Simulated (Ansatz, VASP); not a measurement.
**Se in VASP and in Ansatz**

```
Se
1.0
     2.90866    0.00000    0.00000
     0.00000    2.90866    0.00000
     0.00000    0.00000    2.90866
Se
1
Direct
  0.00000 0.00000 0.00000
```

Alike in both runs: functional BLYP; k mesh 11 × 11 × 11; occupations fermi-dirac, width 0.1 eV; no spin polarisation.

Ansatz relaxed the structure, and its values are those at the end. VASP's run is a single point on that final structure, the one shown.

```csv
,VASP,Ansatz
version,VASP 6.6.1,Ansatz 0.2.0
potentials or method,"VASP PAW PBE potentials, release 64 (Se)","plane waves (420 eV) with PAW, scalar-relativistic"
plane-wave cutoff (eV),520,420
valence electrons in the cell,6,16
```

|  | VASP | Ansatz | Ansatz less VASP |
| --- | --- | --- | --- |
| pressure (GPa) | 0.1 | 0.0 | -0.15 |

With one functional, cell and mesh, what is left measures potentials, basis and numerics. The two sets of potentials don't hold the same shells in valence.

Caveats: the PAW data sets were made with another functional, which shifts forces and pressure a little (VASP).
